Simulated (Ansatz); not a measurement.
Cu Kα1 powder pattern (kinematic, no thermal factors).
```csv
2θ (°),relative intensity
19.84,9
21.43,41
33.37,10
33.74,51
34.37,100
36.64,5
40.32,10
43.65,12
48.93,54
51.82,20
52.86,4
54.67,14
56.28,9
59.40,4
60.11,12
62.25,8
63.27,17
65.13,2
65.81,13
67.63,2
67.79,7
70.08,4
70.95,2
72.43,5
77.90,8
79.51,2
81.27,6
82.33,6
84.02,1
85.20,6
87.14,1
87.49,6
```

The pattern is computed from a structure relaxed with DFT PBE, scalar-relativistic, plane waves, PAW in Ansatz. No spin polarisation. Its elements are P.

Problem. Give the structure.

Solution. P.
Space group Cmcm (No. 63). a = 5.309 Å, b = 8.288 Å, c = 3.355 Å, α = 90.00°, β = 90.00°, γ = 90.00°
```json
{"atom": "P", "site": "8g", "symmetry": "..m", "x": "0.2869", "y": "0.8408", "z": "0.7500"}
```

A pattern alone doesn't exclude other cells with like lines; this is the one computed.

The cell was found from a structure generator's guess, not taken from experiment. No dispersion correction is applied, so the spacing between layers, chains or molecules is poorly fixed.
